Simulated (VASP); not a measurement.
A run of VASP 6.6.1 is set up as follows.

Contents of INCAR:

```
SYSTEM = KF
  ALGO = Normal
  EDIFF = 1E-7
  EDIFFG = -0.01
  ENCUT = 600
  GGA = PS
  IBRION = 2
  ISIF = 2
  ISMEAR = 0
  LASPH = .TRUE.
  LCHARG = .FALSE.
  LREAL = .FALSE.
  LWAVE = .FALSE.
  NELM = 80
  NSW = 40
  PREC = Accurate
  SIGMA = 0.03
```

Contents of KPOINTS:

```
k-points
0
G
  10 10 10
  0 0 0
```

Contents of POSCAR:

```
KF                                      
1.0
   -0.0000000000      2.6899077532      2.6899077532
    2.6899077532      0.0000000000      2.6899077532
    2.6899077532      2.6899077532      0.0000000000
  K               F             
     1     1
Direct
     0.0000000000000000    0.0000000000000000    1.0000000000000000
     0.5000000000000000    0.5000000000000000    0.5000000000000000
```

Potentials or basis: VASP PAW PBE potentials, release 64 (K_sv, F).

Launch:

```console
$ cat potpaw_PBE.64/K_sv/POTCAR potpaw_PBE.64/F/POTCAR > POTCAR
$ mpirun -np 1 vasp_std > vasp.out
```

Question: What does it give for the band gap on the k mesh?

Answer: 5.93 eV, direct.

Final structure:
```
CELL_PARAMETERS angstrom
0.00000 2.68991 2.68991
2.68991 0.00000 2.68991
2.68991 2.68991 0.00000
ATOMIC_POSITIONS crystal
K 0.00000 0.00000 0.00000
F 0.50000 0.50000 0.50000
```

Caveat: the relaxation stopped at its first step, so nothing moved. A k mesh can miss the band edges.
